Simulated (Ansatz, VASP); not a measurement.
**MgI2: VASP beside Ansatz**

Contents of INCAR:

```
PREC = Accurate
ENCUT = 520
EDIFF = 1E-6
ISMEAR = 0
SIGMA = 0.05
LREAL = False
LASPH = True
NELM = 100
ALGO = Normal
ISIF = 2
LWAVE = False
LCHARG = False
GGA = PE
NBANDS = 15
```

KPOINTS

```
Automatic mesh
0
Gamma
  6 6 4
```

POSCAR

```
MgI2
1.0
    4.0913946196      0.0000000000      0.0000000000
   -2.0456973098      3.5432516774      0.0000000000
    0.0000000000      0.0000000000      6.8620000000
Mg I
1 2
Direct
    0.0000000000      0.0000000000      0.0000000000
    0.3333333333      0.6666666667      0.7576300000
    0.6666666667      0.3333333333      0.2423700000
```

Input for Ansatz:

```yaml
crystal:
  lattice:
    - [4.0913946196, 0.0, 0.0]
    - [-2.0456973098, 3.5432516774, 0.0]
    - [0.0, 0.0, 6.862]
  atoms:
    - { symbol: Mg, position: [0.0, 0.0, 0.0] }
    - { symbol: I, position: [0.3333333333, 0.6666666667, 0.75763] }
    - { symbol: I, position: [0.6666666667, 0.3333333333, 0.24237] }
basis:
  ecutwfc: 420
kpoints:
  mp_grid: { grid: [6, 6, 4] }
hamiltonian:
  xc: pbe
scf:
  occupations: { method: gaussian, width: 0.05 }
output:
  forces: true
  stress: true
  eigenvalues: true
```

Change from the starting cell: strain -0.015 along x and y, +0.000 along z, atoms carried along.

Alike in both runs: task single point; functional PBE; k mesh 6 × 6 × 4; occupations gaussian, width 0.05 eV; no spin polarisation.

|  | VASP | Ansatz |
| --- | --- | --- |
| version | VASP 6.6.1 | Ansatz 0.2.0 |
| potentials or method | VASP PAW PBE potentials, release 64 (Mg, I) | scalar-relativistic, plane waves, PAW |
| plane-wave cutoff (eV) | 520 | 420 |
| valence electrons in the cell | 16 | 44 |

Ansatz gave:

* gap on the k mesh at the Fermi level (eV): 3.60
* least direct gap on the mesh (eV): 3.91
* pressure (GPa): 2.4
* largest component of the traceless stress (GPa): 0.19
* rms of the force components (eV/Å): 0.071

Estimate VASP's values.

gap on the k mesh at the Fermi level (eV): 3.59; least direct gap on the mesh (eV): 3.90; pressure (GPa): 2.3; largest component of the traceless stress (GPa): 0.18; rms of the force components (eV/Å): 0.067.

Atom by atom the forces differ by 0.004 eV/Å (rms over components). The two sets of potentials don't hold the same shells in valence.

Caveats: spin-orbit coupling is left out, which moves the levels of the heavy elements; this functional lacks dispersion, which binds the layers, so the pressure and a relaxed spacing across them are unreliable. A k mesh can miss the band edges.
